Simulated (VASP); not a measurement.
A run of VASP 6.6.1 is set up as follows.

File POSCAR:

```
BaO
1.0
    0.0000000000      2.7615000000      2.7615000000
    2.7615000000      0.0000000000      2.7615000000
    2.7615000000      2.7615000000      0.0000000000
Ba O
1 1
Direct
    0.0000000000      0.0000000000      0.0000000000
    0.5000000000      0.5000000000      0.5000000000
```

File INCAR.step1:

```
SYSTEM = BaO
PREC = Accurate ; ENCUT = 520
EDIFF = 1E-5 ; ISMEAR = -1
SIGMA = 0.05 ; LREAL = .False.
LASPH = .True. ; NELM = 100
ALGO = Normal ; ISIF = 2
LWAVE = .True. ; GGA = PE
```

INCAR.step2

```
SYSTEM = BaO
PREC = Accurate ; ENCUT = 520
EDIFF = 1E-6 ; ISMEAR = -1
SIGMA = 0.05 ; LREAL = .False.
LASPH = .True. ; NELM = 100
ALGO = Normal ; ISIF = 2
LWAVE = .False. ; LCHARG = .True.
GGA = PE ; LHFCALC = .True.
HFSCREEN = 0.2 ; PRECFOCK = Normal
LELF = .True. ; LVHAR = .True.
ISTART = 1
```

File KPOINTS:

```
regular mesh
0
Gamma
  8 8 8
  0 0 0
```

Potentials or basis: VASP PAW PBE potentials, release 64 (Ba_sv, O).

Run with:

```sh
$ cat potpaw_PBE.64/Ba_sv/POTCAR potpaw_PBE.64/O/POTCAR > POTCAR
$ cp INCAR.step1 INCAR
$ mpirun -np 1 vasp_std > vasp.out
$ cp INCAR.step2 INCAR
$ mpirun -np 1 vasp_std > vasp.out
```

Task: What does it give for the pressure?

Result: 2.0 GPa.

Task: What does it give for the band gap on the k mesh?

Result: 3.24 eV, direct.

Caveat: the PAW data sets were made with another functional, which shifts forces and pressure a little; spin-orbit coupling is left out, which moves the levels of the heavy elements. A k mesh can miss the band edges.
